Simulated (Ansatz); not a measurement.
A run of Ansatz 0.2.0:

Contents of input.yaml:

```yaml
crystal:
  lattice:
    - [-2.5065, 2.5065, 2.60676]
    - [2.5065, -2.5065, 2.60676]
    - [2.5065, 2.5065, -2.60676]
  atoms:
    - { symbol: Ba, position: [0.0, 0.0, 0.0] }
kpoints:
  mp_grid: { grid: [8, 8, 8] }
scf:
  occupations: { method: fermi_dirac, width: 0.05 }
hamiltonian:
  xc: pbe
  pseudopotentials: { kind: all_electron, lapw: { basis_error: 0.001 } }
output:
  forces: true
  stress: true
  eigenvalues: true
```

Potentials or basis: all-electron LAPW, scalar-relativistic.

Command:

```bash
$ ansatz run input.yaml --threads 1 --pin off --max-ram 3072MiB --backend cpu --events-out ev --progress --plain --runs-dir out
```

Hardware: 1 thread of Intel(R) Xeon(R) Platinum 8375C CPU @ 2.90GHz (Ice Lake), with other jobs on the host.

How long does it take, and how much memory?

Wall time 3.6 s on 1 thread of Intel(R) Xeon(R) Platinum 8375C CPU @ 2.90GHz (Ice Lake) (shared host), peak memory 0.27 GiB. Counts: scf iterations 7, plane waves 87, k points 59, bands 14.
